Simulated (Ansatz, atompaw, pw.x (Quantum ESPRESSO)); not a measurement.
**From atom to crystal: PAW (atompaw) potential for Os (Z = 76)**

osmium, PAW, made with atompaw 4.2.0.5 (PBE, scalar-relativistic). Core [Kr] 4d10 4f14, reference 5s2 5p6 5d6 6s2 6p0. Waves: 5s (bound): rc 1.60 bohr; 6s (bound): rc 2.05 bohr; 5p (bound): rc 1.70 bohr; 6p (bound, empty): rc 2.35 bohr; 5d (bound): rc 2.35 bohr; 5d channel at 0.1 Ry: rc 2.35 bohr. Local part: ultrasoft scheme with l = 3 at 0.5 Ry, radius 1.90 bohr. Core correction: smooth core density matched at 2.30 bohr. Augmentation charge: sinc compensation charge, radius 2.25 bohr; PAW radius 2.35 bohr; waves and projectors: custom rrkj gramschmidtortho.

Crystal test: diamond Os in pw.x 7.5, no spin, 8³ k-points, Fermi–Dirac smearing 0.01 Ry, cutoffs 60/600 Ry. The lattice is a test structure that the element need not adopt, and mesh and smearing are coarse.

pw.x input:

```
&control
  calculation='scf', prefix='x', pseudo_dir='./', outdir='./tmp', tstress=.true., disk_io='none'
/
&system
  ibrav=0, nat=2, ntyp=1, ecutwfc=60, ecutrho=600, nbnd=26,
  occupations='smearing', smearing='fd', degauss=0.01
/
&electrons
  conv_thr=1e-09, mixing_beta=0.4, electron_maxstep=70
/
ATOMIC_SPECIES
Os 1.0 Os.UPF
CELL_PARAMETERS angstrom
  0.00000000 2.77529283 2.77529283
  2.77529283 0.00000000 2.77529283
  2.77529283 2.77529283 0.00000000
ATOMIC_POSITIONS crystal
Os 0.0000 0.0000 0.0000
Os 0.2500 0.2500 0.2500
K_POINTS automatic
8 8 8 0 0 0
```

```bash
pw.x < Os.scf.in > Os.scf.out
```

Q: How does the run end?

A: It converges; the pressure is 0.53 GPa against 0.80 GPa from all-electron LAPW.  The log shows:

```
     number of Kohn-Sham states=           26
     kinetic-energy cutoff     =      60.0000  Ry
     charge density cutoff     =     600.0000  Ry
     scf convergence threshold =      1.0E-09
     Exchange-correlation= SLA PW PBX PBC
     number of k points=    29  Fermi-Dirac smearing, width (Ry)=  0.0100
     iteration #  1     ecut=    60.00 Ry     beta= 0.40
     total energy              =   -1666.70876822 Ry
     estimated scf accuracy    <       0.04851215 Ry
     iteration #  2     ecut=    60.00 Ry     beta= 0.40
     total energy              =   -1666.70461607 Ry
     estimated scf accuracy    <       0.01413895 Ry
     iteration #  3     ecut=    60.00 Ry     beta= 0.40
     total energy              =   -1666.70565953 Ry
     estimated scf accuracy    <       0.00010189 Ry
     iteration #  4     ecut=    60.00 Ry     beta= 0.40
     total energy              =   -1666.70570691 Ry
     estimated scf accuracy    <       0.00002014 Ry
     iteration #  5     ecut=    60.00 Ry     beta= 0.40
     total energy              =   -1666.70570706 Ry
     estimated scf accuracy    <       0.00001016 Ry
     iteration #  6     ecut=    60.00 Ry     beta= 0.40
     total energy              =   -1666.70570805 Ry
     estimated scf accuracy    <       0.00000063 Ry
     iteration #  7     ecut=    60.00 Ry     beta= 0.40
     total energy              =   -1666.70570809 Ry
     estimated scf accuracy    <       0.00000005 Ry
     iteration #  8     ecut=    60.00 Ry     beta= 0.40
     total energy              =   -1666.70570810 Ry
     estimated scf accuracy    <       0.00000001 Ry
     iteration #  9     ecut=    60.00 Ry     beta= 0.40
     the Fermi energy is    14.6976 ev
!    total energy              =   -1666.70570810 Ry
     estimated scf accuracy    <          3.1E-10 Ry
     smearing contrib. (-TS)   =      -0.00768683 Ry
     convergence has been achieved in   9 iterations
          total   stress  (Ry/bohr**3)                   (kbar)     P=        5.33
     Message from routine punch:
     Nothing written, as per user request (disk_io='none')
```
